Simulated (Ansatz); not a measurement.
# 1T-PbSeTe monolayer in a perpendicular field

What dipole does a perpendicular field induce in the 1T-PbSeTe monolayer? A positive field points along +c.

Calculated with Ansatz 0.2.0; plane-wave DFT, PBE-D4, Ansatz PAW (set soft_1); PAW set soft_1, in the first sound run; inputs show where later runs differ.

### 1. Set-up

The cell holds 3 atoms: 1 Te, 1 Pb and 1 Se. Cell: a = 3.750 Å, b = 3.750 Å, c = 36.953 Å, α = 90.0°, β = 90.0°, γ = 120.0°. Vacuum lies along c.

Coordinates:

```cif
data_structure
_symmetry_space_group_name_H-M 'P 1'
_symmetry_Int_Tables_number 1
_cell_length_a 3.7499
_cell_length_b 3.7499
_cell_length_c 36.9533
_cell_angle_alpha 90.000
_cell_angle_beta 90.000
_cell_angle_gamma 120.000
_cell_volume 450.02
loop_
_atom_site_label
_atom_site_type_symbol
_atom_site_fract_x
_atom_site_fract_y
_atom_site_fract_z
_atom_site_occupancy
Te1 Te 0.66667 0.33333 0.46004 1
Pb2 Pb 0.00000 0.00000 0.50433 1
Se3 Se 0.33333 0.66667 0.53996 1
```

### 2. Relaxation

The starting cell is a guess, so the in-plane lattice and the atoms are relaxed first, with the slab cut off from its images along the normal.

input.yaml

```yaml
crystal:
  lattice:
    - [3.749942, 0.0, 0.0]
    - [-1.874971, 3.2475450347, 0.0]
    - [0.0, 0.0, 36.9533331014]
  atoms:
    - { symbol: Te, position: [0.6666666667, 0.3333333333, 0.4600396926] }
    - { symbol: Pb, position: [0.0, 0.0, 0.5043278309] }
    - { symbol: Se, position: [0.3333333333, 0.6666666667, 0.5399603074] }
  periodic: [true, true, false]
kpoints:
  mp_grid: { grid: [12, 12, 1] }
hamiltonian:
  xc: pbe
  dispersion: d4
  pseudopotentials: { kind: paw, azcp: { folder: soft_1 } }
scf:
  occupations: { method: fermi_dirac, width: 0.05 }
  convergence: { dr2_threshold: 1.0e-09 }
relax:
  f_tol: 0.004
  max_steps: 90
  cell: {}
output:
  write_potential: true
  write_density: true
  volumetric_format: npy
```

The run is started by

```sh
$ ansatz run input.yaml --threads 4 --pin off --max-ram 6144MiB --backend cpu --events-out ev --progress --plain --runs-dir out
```

Numbers of over 12 decimals in the logs are rounded to 6 here.

Log:

```text
Warning: relax.cell: scf.convergence.dr2_threshold = 1e-9 eV is looser than the 1.78796160008e-10 eV advised for a relaxation that steers and ends on the stress (1e-10 eV for each atom of the cell: 3, times the square of relax.cell.stress_2d_tol = 0.05 N/m over 13.0 Å (the atoms' height at the walk's start and 5 Å past either face), 3.860e-2 GPa, over a crystal's default 0.05). What an SCF threshold leaves in a stress goes as its square root, and in the free energy as the threshold itself, and one threshold admits the most on a small cell: [figures from the program's tests cut] Set scf.convergence.dr2_threshold to 1.78796160008e-10 eV or tighter. [rest of the remark cut]
Engine: ansatz 0.2.0, aarch64-unknown-linux-gnu
Pseudopotentials: kind: paw
Pseudopotential: Te, paw, valence charge 16, recommended cutoff 420 eV (normal), soft_1/Te.paw.azcp
Pseudopotential: Pb, paw, valence charge 14, recommended cutoff 420 eV (normal), soft_1/Pb.paw.azcp
Pseudopotential: Se, paw, valence charge 16, recommended cutoff 420 eV (normal), soft_1/Se.paw.azcp
Functional definition: PBE
  parameter kappa = 0.804
  parameter beta = 0.066725
  exchange = pbe_x(kappa = kappa, mu = beta*pi^2/3)
  correlation = pbe_c(beta = beta)
Crystal: 3 atoms, lattice volume = 450.022 Å³
Basis set: ecut = 420 eV, 8835 PW (Γ), exchange–correlation on 54×54×500 points (8 copies of the dense FFT grid, shifted against one another)
Bands: 28, of which v1, the nominal top of the filled ones, is band 23 counted from 1 (22 counted from 0)
Symmetry: 6 space group operations
Space group: P3m1 (ITA 156), of the structure as read, at distance tolerance 7.7e-5 Å
k-points: 19 of 144 (time reversal used)
Non-local potential: Te, projectors of the file, l = 0: 2, l = 1: 2, l = 2: 2, l = 3: 1
Non-local potential: Pb, projectors of the file, l = 0: 2, l = 1: 2, l = 2: 2, l = 3: 1
Non-local potential: Se, projectors of the file, l = 0: 2, l = 1: 2, l = 2: 3, l = 3: 1
PAW form: soft (Blöchl's): semilocal exchange-correlation on the pseudo side does not see the compensation charge
PAW one-centre angular grid: Te, 590 points (default); XC on 64 Gauss nodes
PAW one-centre angular grid: Pb, 590 points (default); XC on 64 Gauss nodes
PAW one-centre angular grid: Se, 590 points (default); XC on 64 Gauss nodes
Initial density: superposition of atomic densities (neutral atoms: chi_scale 0, normalization atom)
Initial wavefunctions: pseudopotential atomic-orbital guess
Functional: x = pbe(κ = 0.804, μ = 0.219515), c = pbe(β = 0.066725)
iter 1 solved again at ethr=1.82e-3 eV; its pass at ethr=3.10e-3 eV (dr2=8.36e-1 eV) is discarded
SCF iter   1: F=—  HF=-24356.679629 eV  |F-HF|=—  |Δ(HF+E_count)|=         —  Δρ=1.27e-2  dr2=8.69e-1  ethr=1.82e-3  ⟨swp⟩=1.4  Hψ=5809  notcnv=0
preconditioner: auto → LDOS  [insulator: Δε(μ)=0.139 eV  Ē_g=14.473 eV  σ=0.050 eV  W_gap=0.58  n_scr=20 (ndim 8)  ℏωp=8.9 eV  f_vac=0.805  D(μ)=0.81/eV (n_scr^D=6)  ε∞_Penn≈1.4  β→1.0]
SCF iter   2: F=—  HF=-24356.593044 eV  |F-HF|=—  |Δ(HF+E_count)|=   8.66e-2  Δρ=6.51e-3  dr2=4.80e-1  ethr=1.82e-3  ⟨swp⟩=7.2  Hψ=1778  notcnv=0  defer=1
SCF iter   3: F=—  HF=-24356.478194 eV  |F-HF|=—  |Δ(HF+E_count)|=   1.15e-1  Δρ=1.51e-3  dr2=2.29e-2  ethr=1.04e-3  ⟨swp⟩=4.5  Hψ=1435  notcnv=0  defer=4
SCF iter   4: F=—  HF=-24356.470330 eV  |F-HF|=—  |Δ(HF+E_count)|=   7.86e-3  Δρ=4.21e-4  dr2=2.44e-3  ethr=4.98e-5  ⟨swp⟩=3.9  Hψ=1419  notcnv=0  defer=4
SCF iter   5: F=—  HF=-24356.470065 eV  |F-HF|=—  |Δ(HF+E_count)|=   2.66e-4  Δρ=1.30e-4  dr2=1.87e-4  ethr=5.31e-6  ⟨swp⟩=3.4  Hψ=1055  notcnv=0  defer=4
SCF iter   6: F=—  HF=-24356.470057 eV  |F-HF|=—  |Δ(HF+E_count)|=   7.78e-6  Δρ=3.26e-5  dr2=1.16e-5  ethr=4.06e-7  ⟨swp⟩=2.5  Hψ=1012  notcnv=0  defer=4
SCF iter   7: F=—  HF=-24356.470054 eV  |F-HF|=—  |Δ(HF+E_count)|=   3.28e-6  Δρ=1.18e-5  dr2=9.54e-7  ethr=2.52e-8  ⟨swp⟩=3.2  Hψ=1078  notcnv=0  defer=4
SCF iter   8: F=—  HF=-24356.470036 eV  |F-HF|=—  |Δ(HF+E_count)|=   1.83e-5  Δρ=2.49e-6  dr2=3.34e-8  ethr=2.07e-9  ⟨swp⟩=3.3  Hψ=1040  notcnv=0  defer=4
SCF iter   9: F=—  HF=-24356.470036 eV  |F-HF|=—  |Δ(HF+E_count)|=   4.31e-8  Δρ=9.59e-7  dr2=2.67e-9  ethr=7.26e-11  ⟨swp⟩=3.5  Hψ=1126  notcnv=0  defer=4
SCF iter  10: F=-24356.470036 eV  HF=-24356.470036 eV  |F-HF|=4.06e-9  |Δ(HF+E_count)|=   1.95e-8  Δρ=3.16e-7  dr2=5.78e-10  ethr=2.17e-12  ⟨swp⟩=13.3  Hψ=4236  notcnv=0
SCF 1 converged in 10 iterations: F = -24356.470036 eV  dr2 = 5.78e-10
  greatest PAW one-centre occupation: 1.000 electrons in one spin orbital (limit 2), on the Se atom at site 2 (counted from 0), in its partial waves of l = 2
relax step   1: F+E_penalty+E_count = -24356.47003557 eV  Δ(F+E_penalty+E_count) = +0.000e0 eV  max|allowed force component| = 5.144e0 eV/Å  Δτ_max = 0.0000 Å  P = +17.945 N/m  Ω = 450.022 Å³  fix = [c, alpha, beta]  reactions: c +0.000 N/m  (10 SCF iters, accepted)
Crystal: 3 atoms, lattice volume = 457.727 Å³
Basis set: ecut = 420 eV, 8979 PW (Γ), exchange–correlation on 54×54×500 points (8 copies of the dense FFT grid, shifted against one another)
Initial density: handed on by an earlier stage of this run
Initial wavefunctions: those handed on with the density
iter 1 solved again at ethr=1.76e-4 eV; its pass at ethr=3.10e-3 eV (dr2=8.09e-2 eV) is discarded
SCF iter   1: F=—  HF=-24358.025329 eV  |F-HF|=—  |Δ(HF+E_count)|=         —  Δρ=3.73e-3  dr2=8.21e-2  ethr=1.76e-4  ⟨swp⟩=3.2  Hψ=4349  notcnv=0
preconditioner: auto → LDOS  [metal: Δε(μ)=0.083 eV  Ē_g=14.058 eV  σ=0.050 eV  W_gap=0.39  n_scr=20 (ndim 8)  ℏωp=8.8 eV  f_vac=0.798  D(μ)=1.77/eV (n_scr^D=8)  β→1.0]
SCF iter   2: F=—  HF=-24358.015781 eV  |F-HF|=—  |Δ(HF+E_count)|=   9.55e-3  Δρ=1.28e-3  dr2=7.22e-3  ethr=1.76e-4  ⟨swp⟩=4.7  Hψ=1416  notcnv=0
SCF iter   3: F=—  HF=-24358.015300 eV  |F-HF|=—  |Δ(HF+E_count)|=   4.82e-4  Δρ=4.60e-4  dr2=1.84e-3  ethr=1.57e-5  ⟨swp⟩=3.1  Hψ=1289  notcnv=0
SCF iter   4: F=—  HF=-24358.014623 eV  |F-HF|=—  |Δ(HF+E_count)|=   6.77e-4  Δρ=1.58e-4  dr2=3.09e-4  ethr=3.99e-6  ⟨swp⟩=2.7  Hψ=1164  notcnv=0
SCF iter   5: F=—  HF=-24358.014578 eV  |F-HF|=—  |Δ(HF+E_count)|=   4.51e-5  Δρ=6.26e-5  dr2=2.90e-5  ethr=6.73e-7  ⟨swp⟩=2.6  Hψ=820  notcnv=0
SCF iter   6: F=—  HF=-24358.014575 eV  |F-HF|=—  |Δ(HF+E_count)|=   2.82e-6  Δρ=1.13e-5  dr2=2.55e-6  ethr=6.31e-8  ⟨swp⟩=3.3  Hψ=1028  notcnv=0
SCF iter   7: F=—  HF=-24358.014555 eV  |F-HF|=—  |Δ(HF+E_count)|=   1.96e-5  Δρ=3.94e-6  dr2=1.30e-7  ethr=5.55e-9  ⟨swp⟩=3.6  Hψ=1166  notcnv=0
SCF iter   8: F=—  HF=-24358.014555 eV  |F-HF|=—  |Δ(HF+E_count)|=   8.78e-8  Δρ=9.70e-7  dr2=6.32e-9  ethr=2.83e-10  ⟨swp⟩=3.5  Hψ=971  notcnv=0
[...]
relax step   3: F+E_penalty+E_count = -24358.59491720 eV  Δ(F+E_penalty+E_count) = -5.804e-1 eV  max|allowed force component| = 8.275e-1 eV/Å  Δτ_max = 0.1262 Å  P = +3.369 N/m  Ω = 479.339 Å³  energy of the carried Pulay correction = -1.062e-3 eV  fix = [c, alpha, beta]  reactions: c +0.000 N/m  (9 SCF iters, accepted)
[... from here on, the SCF cycles and remarks between the steps are left out ...]
relax step   4: F+E_penalty+E_count = -24358.70996971 eV  Δ(F+E_penalty+E_count) = -1.151e-1 eV  max|allowed force component| = 3.004e-1 eV/Å  Δτ_max = 0.0561 Å  P = +0.920 N/m  Ω = 497.642 Å³  energy of the carried Pulay correction = -1.682e-3 eV  fix = [c, alpha, beta]  reactions: c +0.000 N/m  (9 SCF iters, accepted)
relax step   5: F+E_penalty+E_count = -24358.72985300 eV  Δ(F+E_penalty+E_count) = -1.988e-2 eV  max|allowed force component| = 1.289e-1 eV/Å  Δτ_max = 0.0737 Å  P = -0.252 N/m  Ω = 502.330 Å³  energy of the carried Pulay correction = -1.836e-3 eV  fix = [c, alpha, beta]  reactions: c -0.000 N/m  (9 SCF iters, accepted)
relax step   6: F+E_penalty+E_count = -24358.73493997 eV  Δ(F+E_penalty+E_count) = -5.087e-3 eV  max|allowed force component| = 1.269e-1 eV/Å  Δτ_max = 0.0470 Å  P = -0.361 N/m  Ω = 498.762 Å³  energy of the carried Pulay correction = -1.719e-3 eV  fix = [c, alpha, beta]  reactions: c -0.000 N/m  (9 SCF iters, accepted)
relax step   7: F+E_penalty+E_count = -24358.74037517 eV  Δ(F+E_penalty+E_count) = -5.435e-3 eV  max|allowed force component| = 2.425e-1 eV/Å  Δτ_max = 0.0849 Å  P = -0.295 N/m  Ω = 488.272 Å³  energy of the carried Pulay correction = -1.369e-3 eV  fix = [c, alpha, beta]  reactions: c -0.000 N/m  (9 SCF iters, accepted)
relax step   8: F+E_penalty+E_count = -24358.74552730 eV  Δ(F+E_penalty+E_count) = -5.152e-3 eV  max|allowed force component| = 6.638e-2 eV/Å  Δτ_max = 0.0164 Å  P = -0.182 N/m  Ω = 485.296 Å³  energy of the carried Pulay correction = -1.267e-3 eV  fix = [c, alpha, beta]  reactions: c -0.000 N/m  (8 SCF iters, accepted)
relax step   9: F+E_penalty+E_count = -24358.74645301 eV  Δ(F+E_penalty+E_count) = -9.257e-4 eV  max|allowed force component| = 6.111e-3 eV/Å  Δτ_max = 0.0059 Å  P = -0.024 N/m  Ω = 482.456 Å³  energy of the carried Pulay correction = -1.170e-3 eV  fix = [c, alpha, beta]  reactions: c -0.000 N/m  (7 SCF iters, accepted)
relax step  10: F+E_penalty+E_count = -24358.74650779 eV  Δ(F+E_penalty+E_count) = -5.478e-5 eV  max|allowed force component| = 2.275e-3 eV/Å  Δτ_max = 0.0046 Å  P = +0.003 N/m  Ω = 481.502 Å³  energy of the carried Pulay correction = -1.137e-3 eV  fix = [c, alpha, beta]  reactions: c +0.000 N/m  (7 SCF iters, accepted)
Initial wavefunctions: pseudopotential atomic-orbital guess (no wavefunctions were taken with the density)
iter 1 solved again at ethr=2.47e-6 eV; its pass at ethr=3.10e-3 eV (dr2=1.14e-3 eV) is discarded
SCF iter   1: F=—  HF=-24358.732736 eV  |F-HF|=—  |Δ(HF+E_count)|=         —  Δρ=2.87e-4  dr2=1.31e-5  ethr=2.47e-6  ⟨swp⟩=5.0  Hψ=5611  notcnv=0
preconditioner: auto → LDOS  [metal: Δε(μ)=0.055 eV  Ē_g=13.051 eV  σ=0.050 eV  W_gap=0.27  n_scr=20 (ndim 8)  ℏωp=8.6 eV  f_vac=0.782  D(μ)=3.14/eV (n_scr^D=12)  β→1.0]
SCF iter   2: F=—  HF=-24358.747295 eV  |F-HF|=—  |Δ(HF+E_count)|=   1.46e-2  Δρ=1.37e-5  dr2=3.38e-6  ethr=2.86e-8  ⟨swp⟩=4.7  Hψ=1484  notcnv=0
SCF iter   3: F=—  HF=-24358.747242 eV  |F-HF|=—  |Δ(HF+E_count)|=   5.35e-5  Δρ=7.92e-6  dr2=5.49e-7  ethr=7.35e-9  ⟨swp⟩=3.1  Hψ=1000  notcnv=0
SCF iter   4: F=—  HF=-24358.747273 eV  |F-HF|=—  |Δ(HF+E_count)|=   3.13e-5  Δρ=3.13e-6  dr2=1.81e-7  ethr=1.19e-9  ⟨swp⟩=2.4  Hψ=852  notcnv=0
SCF iter   5: F=—  HF=-24358.747272 eV  |F-HF|=—  |Δ(HF+E_count)|=   5.31e-7  Δρ=1.33e-6  dr2=2.92e-8  ethr=3.93e-10  ⟨swp⟩=2.2  Hψ=843  notcnv=0
SCF iter   6: F=—  HF=-24358.747273 eV  |F-HF|=—  |Δ(HF+E_count)|=   8.21e-7  Δρ=5.52e-7  dr2=5.68e-9  ethr=6.34e-11  ⟨swp⟩=2.9  Hψ=876  notcnv=0
SCF iter   7: F=-24358.747274 eV  HF=-24358.747274 eV  |F-HF|=2.75e-8  |Δ(HF+E_count)|=   6.30e-7  Δρ=1.34e-7  dr2=1.82e-10  ethr=2.17e-12  ⟨swp⟩=14.8  Hψ=4498  notcnv=0
SCF 11 converged in 7 iterations: F = -24358.747274 eV  dr2 = 1.82e-10
relax step  11: F+E_penalty+E_count = -24358.74727384 eV  Δ(F+E_penalty+E_count) = -7.660e-4 eV  max|allowed force component| = 2.264e-3 eV/Å  Δτ_max = 0.0000 Å  P = -0.007 N/m  Ω = 481.502 Å³  fix = [c, alpha, beta]  reactions: c -0.000 N/m  stress off target by 7.22e-3 N/m on what of the cell is left free  SCF on the basis re-selected at this cell (its energy is not comparable with the rows above)  (7 SCF iters)
basis re-selected at this cell: Δ(F+E_penalty+E_count) = -7.660e-4 eV, ΔP = -0.010 N/m vs the last step (what re-selecting the basis moved, of the pressure what is left beyond the Pulay correction that the steps carried, after the strain that the cell walked since its last selection, with what the two solves' SCF thresholds leave and, on support functions, any second-order correction that the steps lacked; it is no m [...]
WARN: The input density's exchange-correlation potential varies sharply where the density is thin. Do not read a vacuum level from v_tot or v_xc, or from such a field of the output density. On a cell that repeats whose density bears no net charge and no dipole along the vacuum's axis use v_es (v_loc + v_h of the components); under efield.dipole_correction with no amplitude use v_es + v_field, which holds any external [...]
SCF converged after 7 iterations
Free energy (F): -24358.747274 eV
Harris-Foulkes:  -24358.747274 eV  (|F-HF|=2.75e-8)
Internal energy: -24358.721514 eV  (E = F + TS)
E sigma→0 (E₀):  -24358.734394 eV
Entropy (-TS):   -0.025760 eV (-8.587 meV/atom)
Fermi energy:    -5.387736 eV
--- Per-component energies (eV) ---
  E_band       = -1327.693953
  E_kinetic    = 574.540268
  E_local      = -111661.373747  (includes V_loc(G=0)·N_el)
  E_nonlocal   = 17.356580
  E_hartree    = 55461.982476
  E_xc         = -411.413856
  E_vxc        = -327.678487  (∫ρ·V_xc dr)
  E_paw        = -17195.131857  (= ΣΔE_a)
  E_vpaw       = -854.502855  (= ΣTr[D̂ρ^β])
  E_aug_tail   = -0.000287  (compensation charges beyond the density's cutoff)
  E_ewald      = 48856.266148
  E_disp       = -0.947238  (pairwise vdW)
  E_smearing   = -0.025760  (= −TS)
  E_closure    = -0.000000  (closes the sum)
  Σ components = -24358.747274   (vs F -24358.747274, Δ=0.00e0)
--- Forces (eV/Å), atoms counted from 1 ---
  atom   1  Te     0.00000000     0.00000000     0.00226424
  atom   2  Pb     0.00000000     0.00000000    -0.00137767
  atom   3  Se    -0.00000000    -0.00000000    -0.00088609
  max |Σ_I F_I| component: 4.91e-7 eV/Å
--- 2D stress c σ (N/m, compression-positive) ---
       -0.007215      -0.000000      -0.000000
       -0.000000      -0.007215      -0.000000
       -0.000000      -0.000000      -0.000000
  P = ½ c Tr σ = -0.0072 N/m
--- Band table (eV; the first three rows and the last of 19) ---
  k-point 0: bands = [... 19 lower, -5.8155, -5.8155, -5.0995, -4.4322, -4.4322, -2.0092, -0.7721, -0.7721, ... 1 higher]
  k-point 1: bands = [... 19 lower, -6.3795, -5.9156, -5.1423, -4.6072, -4.5277, -1.6874, -1.2097, -0.6921, ... 1 higher]
  k-point 2: bands = [... 19 lower, -7.1349, -6.1722, -6.0656, -4.7581, -4.5760, -1.9847, -0.9228, -0.5614, ... 1 higher]
  k-point 18: bands = [... 19 lower, -8.5460, -8.4980, -7.0268, -6.4418, -5.7565, -2.0607, -1.9583, -0.4469, ... 1 higher]
  the weakly bound empty levels are not read free of the cell's end (no_gap_told)
--- Relaxed structure (10 steps of the walk, 10 accepted, 1 SCFs on fresh bases) ---
  F+E_penalty+E_count = -24358.74727384 eV   max|allowed force component| = 2.264e-3 eV/Å   (the final SCF, on the basis selected at the relaxed cell)
  cell:  # Å, volume = 481.5023 Å³
    - [3.878886, 9.543808194029022e-18, 0]
    - [-1.939443, 3.359214, 0]
    - [0, 0, 36.9533331014]
  atoms:
    - { symbol: Te, position: [0.666667, 0.333333, 0.444357] }
    - { symbol: Pb, position: [0, 0, 0.507268] }
    - { symbol: Se, position: [0.333333, 0.666667, 0.552703] }
```

Run time: 72 s. Hardware: 4 threads of Arm Neoverse V1, shared host; peak memory 0.88 GiB; 4.6 min of CPU time.

Relaxation path:

| step | energy less that of the first step (eV) | largest force component (eV/Å) | volume (Å³) |
| --- | --- | --- | --- |
| 1 | 0.0000 | 5.1440 | 450.02 |
| 2 | -1.5445 | 2.3600 | 457.73 |
| 3 | -2.1249 | 0.8275 | 479.34 |
| 4 | -2.2399 | 0.3004 | 497.64 |
| 5 | -2.2598 | 0.1289 | 502.33 |
| 6 | -2.2649 | 0.1269 | 498.76 |
| 7 | -2.2703 | 0.2425 | 488.27 |
| 8 | -2.2755 | 0.0664 | 485.30 |
| 9 | -2.2764 | 0.0061 | 482.46 |
| 10 | -2.2765 | 0.0023 | 481.50 |
| 11* | -2.2772 | 0.0023 | 481.50 |

Relaxation steps marked * repeat the geometry before them on a plane-wave basis chosen anew for their cell, so energy and pressure can jump there.

Forces are held to the 6 operations that the run works with; a distortion that breaks them can't arise in this run.

| cell as run | before | after | change |
| --- | --- | --- | --- |
| a (Å) | 3.750 | 3.879 | +3.4 % |
| b (Å) | 3.750 | 3.879 | +3.4 % |

The atoms that moved most (Å, along periodic axes as changes of fractional coordinates times the final cell, across vacuum about the mean position):

| atom | dx | dy | dz | length |
| --- | --- | --- | --- | --- |
| Te1 | 0.000 | 0.000 | -0.580 | 0.580 |
| Se3 | 0.000 | 0.000 | 0.471 | 0.471 |
| Pb2 | 0.000 | 0.000 | 0.109 | 0.109 |

The relaxed structure:

```xyz
3
Lattice="3.8789 0.0000 0.0000 -1.9394 3.3592 0.0000 0.0000 0.0000 36.9533" Properties=species:S:1:pos:R:3
Te    1.9394    1.1197   16.4205
Pb    0.0000    0.0000   18.7452
Se    0.0000    2.2395   20.4242
```

This step gave:

```
energy at zero smearing : -24358.7344 eV
```

The lattice constant a goes from 3.750 to 3.879 Å.

[end of part 1 of 4]

[Logs are printed without paths, hosts, clocks, repeated set-up lines and the standing remarks that a program may print on its own settings, such as how far it seeks lower states.]

[Hosts, paths, dates, database ids (printed as entryN), source tags and the programs' standing remarks are cut or masked in the printed files.]

[Maps of the electrostatic potential energy from Ansatz leave out the sawtooth potential of an applied field or a dipole correction, so their vacuum need not be flat; planar profiles and work functions include it.]
